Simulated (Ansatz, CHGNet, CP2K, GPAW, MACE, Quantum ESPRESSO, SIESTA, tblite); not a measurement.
# Twisted 2H-MoTe2/1T-TiSe2 bilayer, 21.79° (42 atoms) in tblite

Aim: run twisted 2H-MoTe2/1T-TiSe2 bilayer, 21.79° (42 atoms) in tblite and see how near its forces come to a plane-wave reference, and at what cost.

Calculated with tblite 0.8.0; the method is named at each step.

## Step 1: The starting structure

The cell holds 42 atoms: 7 Mo, 14 Te, 7 Ti and 14 Se. Cell: a = 9.339 Å, b = 9.339 Å, c = 26.040 Å, α = 90.0°, β = 90.0°, γ = 120.0°. 2H-MoTe2 (a = 3.52 Å) under 1T-TiSe2 (a = 3.54 Å), bilayer, commensurate cell of 7 unit cells a layer, twist 21.79 deg, both strained to the mean lattice constant; facing planes 3.34 Å apart; 16 Å of vacuum; layers as built, displaced by a Gaussian of 0.01 Å. Then every atom was moved at random, 0.03 Å r.m.s. a Cartesian component. Regions: layer 1, 21 atoms (7 Mo and 14 Te); layer 2, 21 atoms (7 Ti and 14 Se). Vacuum lies along c.

The yardstick, on the same geometry:

* method: Kohn-Sham DFT, PBE, SSSP efficiency 1.3.0 pseudopotentials, plane waves (Quantum ESPRESSO 7.5); sssp-pbe-1.3.0-efficiency, cutoffs 45/360 Ry, Γ point
* r.m.s. force component: 0.4594 eV/Å
* longest force: 1.826 eV/Å
* time: 8.5 min on 4 MPI ranks of Arm Neoverse V2, shared host
* CPU time: 34 min

## Step 2: IPEA1-xTB

Method: IPEA1-xTB tight binding, diagonalisation.

The input, run.py:

```python
import numpy as np
from ase.io import read
from tblite.ase import TBLite

atoms = read("structure.xyz")
atoms.calc = TBLite(method="IPEA1-xTB", electronic_temperature=580, accuracy=1.0, max_iterations=250, mixer_damping=0.1, verbosity=1)
energy = atoms.get_potential_energy()
forces = atoms.get_forces()
print(f"energy {energy:.6f} eV")
print("forces (eV/A)")
for i, (a, f) in enumerate(zip(atoms, forces)):
    print(f"{i:4d} {a.symbol:2s} {f[0]:10.5f} {f[1]:10.5f} {f[2]:10.5f}")
print("charges (e)")
print(np.array2string(atoms.get_charges(), precision=4, suppress_small=True, max_line_width=110, threshold=100000))
```

The input, structure.xyz:

```xyz
42
Lattice="9.33950 0.00000 0.00000 -4.66975 8.08824 0.00000 0.00000 0.00000 26.04000" Properties=species:S:1:pos:R:3 pbc="T T T"
Mo 0.65465 1.95371 9.75432
Te 2.00617 0.35580 11.63389
Te 2.01635 0.35790 8.01433
Mo 0.01672 5.32562 9.75302
Te 1.36240 3.84070 11.58155
Te 1.32042 3.84353 7.96251
Mo 4.02691 0.80122 9.78713
Te 0.64825 7.29883 11.57869
Te 0.66138 7.34485 7.98386
Mo 3.38459 4.24544 9.81630
Te 4.65840 2.69880 11.59848
Te 4.62866 2.76052 8.06250
Mo 2.64158 7.73592 9.75563
Te 3.97074 6.13889 11.63311
Te 4.03639 6.17092 8.00652
Mo 6.62619 3.02403 9.80562
Te 8.00451 1.54874 11.62321
Te 8.02772 1.56516 7.99324
Mo -3.36045 6.51637 9.78844
Te -1.96601 4.98794 11.58129
Te -2.00748 5.01366 8.05626
Ti -2.03256 5.76206 16.47941
Se -0.63807 7.33992 17.98348
Se -0.00177 5.41330 14.95920
Ti 4.67115 8.07805 16.49504
Se 1.25350 1.58457 18.11681
Se -2.65732 7.68553 15.00659
Ti 0.70182 3.41639 16.45832
Se 2.03498 5.00064 18.04442
Se 2.68053 3.08243 14.92196
Ti 1.29235 6.88592 16.48801
Se 7.34071 0.37926 18.02984
Se 3.33280 6.55730 14.92561
Ti 3.36549 1.14157 16.47785
Se 4.71425 2.68829 18.06030
Se 5.36148 0.76588 14.90295
Ti 4.04573 4.62526 16.52524
Se 5.31273 6.11608 18.04442
Se 5.97831 4.23791 14.99383
Ti 6.67578 2.32796 16.50962
Se -1.27806 3.79217 18.03921
Se -0.67151 1.97175 14.94696
```

Command:

```console
OMP_NUM_THREADS=1 python run.py > output.txt
```

The program printed:

```text
------------------------------------------------------------
  cycle        total energy    energy error   density error
------------------------------------------------------------
      1     -115.4838511383  -1.1546016E+02   8.6204844E-01
      2     -83.43983927122   3.2044012E+01   9.4967375E-01
      3     -120.0287694383  -3.6588930E+01   6.1180284E-01
      4     -126.8024982010  -6.7737288E+00   4.8816501E-01
      5     -123.0112239560   3.7912742E+00   3.7192417E-01
      6     -126.1453403105  -3.1341164E+00   2.3656302E-01
      7     -126.8864423568  -7.4110205E-01   1.9038143E-01
      8     -127.1075227623  -2.2108041E-01   1.4928680E-01
      9     -126.9098296057   1.9769316E-01   1.4201787E-01
     10     -127.3777819275  -4.6795232E-01   1.0716148E-01
     11     -127.4147522829  -3.6970355E-02   1.0169079E-01
     12     -127.5602502495  -1.4549797E-01   6.5475042E-02
     13     -127.6296223598  -6.9372110E-02   4.9812979E-02
     14     -127.6299836328  -3.6127299E-04   6.2377464E-02
     15     -127.6428064901  -1.2822857E-02   5.9385219E-02
     16     -127.7022610097  -5.9454520E-02   3.8761152E-02
     17     -127.7300311867  -2.7770177E-02   2.7610761E-02
     18     -126.8647106589   8.6532053E-01   1.1794131E-01
     19     -126.8847185772  -2.0007918E-02   1.1664864E-01
     20     -127.7684699540  -8.8375138E-01   7.3202231E-03
     21     -127.7691260544  -6.5610038E-04   4.3927005E-03
     22     -127.7681942535   9.3180088E-04   6.3849573E-03
     23     -127.7534952738   1.4698980E-02   1.5732524E-02
     24     -127.7521684270   1.3268468E-03   1.6347154E-02
[...]
34     -127.7695484098  -2.7431316E-05   1.7341973E-04
     35     -127.7695376600   1.0749839E-05   4.4464546E-04
     36     -127.7695469467  -9.2866810E-06   1.9533159E-04
     37     -127.7695493618  -2.4151659E-06   2.2343884E-05
     38     -127.7695492603   1.0149603E-07   4.3875427E-05
     39     -127.7695493303  -6.9996901E-08   3.3074121E-05
     40     -127.7695493640  -3.3712993E-08   2.1295693E-05
     41     -127.7695493837  -1.9642599E-08   8.0766870E-06
------------------------------------------------------------
 total:                                   1.889 sec
energy -3476.786530 eV
forces (eV/A)
   0 Mo    0.37962   -0.76579    1.24254
   1 Te   -0.03224    0.34533   -0.25436
   2 Te   -0.07774    0.09695   -0.41162
   3 Mo    0.30517    1.28882    0.80259
   4 Te   -0.07615    0.02388    0.76679
   5 Te    0.83283    0.00003   -0.40838
   6 Mo   -0.65583   -0.37366    0.48070
   7 Te    0.01257   -0.36322    0.46199
   8 Te   -0.37712   -0.43707   -0.42385
   9 Mo   -1.52777    0.33639   -0.11313
  10 Te   -0.05185   -0.14389    1.40320
  11 Te    0.32768   -0.48386   -1.83724
  12 Mo    0.79282   -0.54960    1.00737
  13 Te    0.06873    0.48273    0.27446
  14 Te   -0.40062   -0.07450   -0.70464
  15 Mo    0.88986    0.75672    0.12625
  16 Te    0.07603   -0.18237    0.34078
  17 Te   -0.32259    0.03993   -0.88674
  18 Mo    0.27026    0.60631    1.31547
  19 Te   -0.16366   -0.09836    0.58785
  20 Te   -0.29931   -0.52469   -1.10756
  21 Ti    0.05333   -0.32740    0.21340
  22 Se   -0.24294   -0.05389   -1.09281
  23 Se   -0.03714   -0.00572    0.84081
[...]
34 Se   -0.28404   -0.05626   -1.66346
  35 Se   -0.18654    0.18526    1.21891
  36 Ti   -0.21956    0.02329    0.06893
  37 Se    0.32700    0.35239   -1.33455
  38 Se    0.22274    0.07889    0.67345
  39 Ti    0.09497   -0.18495    0.36004
  40 Se   -0.39021    0.56783   -1.61799
  41 Se    0.20069   -0.16946    1.03052
charges (e)
[-0.0817  0.0779  0.0524 -0.0888  0.1039  0.0543 -0.0773  0.0983  0.053  -0.0808  0.1034  0.0588 -0.084
  0.0877  0.0569 -0.0797  0.0878  0.0552 -0.0759  0.1005  0.0627  0.332  -0.147  -0.2438  0.3273 -0.1786
 -0.2003  0.3312 -0.1757 -0.2554  0.3309 -0.1819 -0.2456  0.3318 -0.1526 -0.2536  0.3279 -0.1411 -0.2168
  0.3262 -0.1772 -0.2222]
```

Wall time 2.4 s (1 thread of Arm Neoverse V2, shared host); peak memory 0.15 GiB.

Banners, paths, timers and routine set-up lines are dropped from the logs unmarked, and long logs keep their key lines alone; longer cuts are marked.

Numbers from this run, and their distance from the reference:

* r.m.s. force component: 0.6563 eV/Å
* r.m.s. difference of force components: 532.4 meV/Å
* longest difference of force vectors: 1895 meV/Å
* force difference over r.m.s. force: 115.9 %
* slope of forces against the reference's: 0.8488
* correlation of force components: 0.5942

Length of the force difference by element (eV/Å):

| element | atoms | mean | most |
| --- | --- | --- | --- |
| Mo | 7 | 0.24 | 0.34 |
| Se | 14 | 1.5 | 1.9 |
| Te | 14 | 0.34 | 0.60 |
| Ti | 7 | 0.43 | 0.61 |

Local excerpt of 13 atoms (numbers count through the whole input) about Se26, which bears the longest force; x, y, z are measured from there.

| atom | x | y | z | distance (Å) | bonds | Mulliken charge (e) | Fx | Fy | Fz (eV/Å) |
| --- | --- | --- | --- | --- | --- | --- | --- | --- | --- |
| Se26 | 0.00 | 0.00 | 0.00 | 0.00 | 3 | -0.18 | 0.51 | -0.16 | -2.04 |
| Ti28 | -0.55 | 1.83 | -1.66 | 2.53 | 6 | 0.33 | 0.21 | -0.46 | 0.34 |
| Ti25 | -1.25 | -1.59 | -1.62 | 2.60 | 6 | 0.33 | -0.30 | 0.01 | 0.23 |
| Ti34 | 2.11 | -0.44 | -1.64 | 2.71 | 6 | 0.33 | 0.17 | 0.07 | 0.02 |
| Se41 | -2.53 | 2.21 | -0.08 | 3.36 | 3 | -0.18 | -0.39 | 0.57 | -1.62 |
| Se32 | -3.25 | -1.21 | -0.09 | 3.47 | 3 | -0.18 | 0.02 | 0.06 | -1.69 |
| Se29 | 0.78 | 3.42 | -0.07 | 3.51 | 3 | -0.18 | -0.14 | 0.18 | -1.70 |
| Se38 | -0.61 | -3.56 | -0.07 | 3.61 | 3 | -0.14 | 0.33 | 0.35 | -1.33 |
| Se23 | 2.78 | -2.33 | -0.13 | 3.63 | 3 | -0.15 | -0.24 | -0.05 | -1.09 |
| Se35 | 3.46 | 1.10 | -0.06 | 3.63 | 3 | -0.15 | -0.28 | -0.06 | -1.66 |
| Se42 | -1.93 | 0.39 | -3.17 | 3.73 | 3 | -0.22 | 0.20 | -0.17 | 1.03 |
| Se27 | 0.76 | -1.99 | -3.11 | 3.77 | 3 | -0.20 | -0.08 | 0.16 | 0.85 |
| Se30 | 1.43 | 1.50 | -3.19 | 3.81 | 3 | -0.26 | -0.08 | -0.04 | 1.25 |

Atoms are counted from 1 here, from 0 in the log.

Forces lie 116 % from the reference's, at 0.0012 times its CPU time (on 1 against 4 cores).

The difference per atom is largest on Se (1.5 eV/Å on average, against 0.43 on Ti).

## Step 3: GFN1-xTB

Method: GFN1-xTB tight binding, diagonalisation.

Changes to run.py since step 2:

```diff
@@ -5,3 +5,3 @@
 atoms = read("structure.xyz")
-atoms.calc = TBLite(method="IPEA1-xTB", electronic_temperature=580, accuracy=1.0, max_iterations=250, mixer_damping=0.1, verbosity=1)
+atoms.calc = TBLite(method="GFN1-xTB", electronic_temperature=580, accuracy=1.0, max_iterations=250, mixer_damping=0.1, verbosity=1)
 energy = atoms.get_potential_energy()
```

structure.xyz is that of step 2.

The program printed:

```text
------------------------------------------------------------
  cycle        total energy    energy error   density error
------------------------------------------------------------
      1     -120.2895386296  -1.2025912E+02   6.8974326E-01
      2     -124.6524219247  -4.3628833E+00   5.4049412E-01
      3     -123.9830282284   6.6939370E-01   5.0584201E-01
      4     -123.6423607599   3.4066747E-01   4.8539796E-01
      5     -34.16251789250   8.9479843E+01   9.4230651E-01
      6     -125.0950241080  -9.0932506E+01   3.2802667E-01
[...]
65     -125.8956801352  -1.1777523E-06   1.4991003E-04
     66     -125.8956820372  -1.9019712E-06   1.6937310E-05
     67     -125.8956820525  -1.5340234E-08   1.1362384E-05
------------------------------------------------------------
 total:                                   2.491 sec
energy -3425.796003 eV
forces (eV/A)
   0 Mo    0.34136   -0.65323    1.17848
   1 Te   -0.04671    0.21156   -0.40903
   2 Te   -0.05796    0.07099   -0.33681
   3 Mo    0.29816    1.11268    0.82716
   4 Te    0.03471    0.00546    0.46730
   5 Te    0.70656   -0.01427   -0.40029
[...]
39 Ti   -0.00143   -0.12143    0.07850
  40 Se   -0.21474    0.36763   -0.91470
  41 Se    0.08222   -0.14734    0.66603
charges (e)
[-0.1735  0.0912  0.0906 -0.1729  0.1009  0.091  -0.1731  0.097   0.0896 -0.1803  0.1053  0.0962 -0.1754
  0.0988  0.0934 -0.1827  0.0991  0.094  -0.168   0.0962  0.0939  0.1428 -0.0737 -0.0973  0.1538 -0.0713
 -0.0919  0.149  -0.0725 -0.102   0.1558 -0.0739 -0.0946  0.1543 -0.0713 -0.0978  0.1498 -0.0688 -0.0929
  0.1551 -0.0719 -0.0919]
```

Run time: 3 s. Hardware: 1 thread; peak memory 0.15 GiB.

Numbers from this run, and their distance from the reference:

| Property | Result |
| --- | --- |
| r.m.s. force component | 0.4957 eV/Å |
| r.m.s. difference of force components | 354.7 meV/Å |
| longest difference of force vectors | 1310 meV/Å |
| force difference over r.m.s. force | 77.2 % |
| slope of forces against the reference's | 0.7842 |
| correlation of force components | 0.7267 |

Against the first run (116 %), the force difference from the reference is 77 %, at 1.3 times the CPU time (67 SCF steps against 41).

## Step 4: Side by side

Differences are against the plane-wave reference, forces as r.m.s. over components; share is that over the reference's r.m.s. force, slope the least-squares factor from reference forces to these. Total energies of different programs have different zeros and aren't compared.

| run | Δ force, r.m.s. (meV/Å) | share (%) | slope | cores | CPU time | memory (GiB) |
| --- | --- | --- | --- | --- | --- | --- |
| reference | - | - | - | 4 | 34 min | 3.6 |
| tblite IPEA1-xTB | 532 | 116 | 0.849 | 1 | 2.4 s | 0.15 |
| tblite GFN1-xTB | 355 | 77.2 | 0.784 | 1 | 3 s | 0.15 |

CPU time is summed over cores on a shared host, where runs went side by side, so it is rough. Symmetry, cutoffs, thresholds, outputs and thread counts weren't matched or tuned between programs; memory under MPI is the largest rank's times the ranks.

## Step 5: Summary of results

```
nearest in forces : tblite GFN1-xTB, 77 %
its CPU time      : 3 s
```

**Reading.** Tight binding differs by 77 % (tblite GFN1-xTB) to 116 % (tblite IPEA1-xTB); it is another model, with fitted parameters of its own, and the xTB methods hold dispersion. IPEA1-xTB was fitted to ionisation energies and electron affinities, not to forces or charges. Of the electronic-structure runs that take under half the reference's CPU time, tblite GFN1-xTB comes nearest, at 77 % in 3 s against 34 min, too far off to be of use. Periodic xTB results under one method name differ between programs and library versions. The reference's PBE has no dispersion term, which matters for the binding between molecules or layers. The runs have no spin polarisation, so any moments at edges, vacancies or dangling bonds can't form. The electronic-structure runs sample only Γ, in a cell whose shortest periodic width is 8 Å, which is coarse for a cell with partly filled levels. Spin–orbit coupling is left out, which matters for the levels of the heavy elements.

[Also dropped from logs without a mark: logging warnings of Python, and SIESTA's first energy breakdown and zero terms.]

[Logs are printed without paths, hosts, clocks, repeated set-up lines and the standing remarks that a program may print on its own settings, such as how far it seeks lower states.]

[Hosts, paths, dates, database ids (printed as entryN), source tags and the programs' standing remarks are cut or masked in the printed files.]
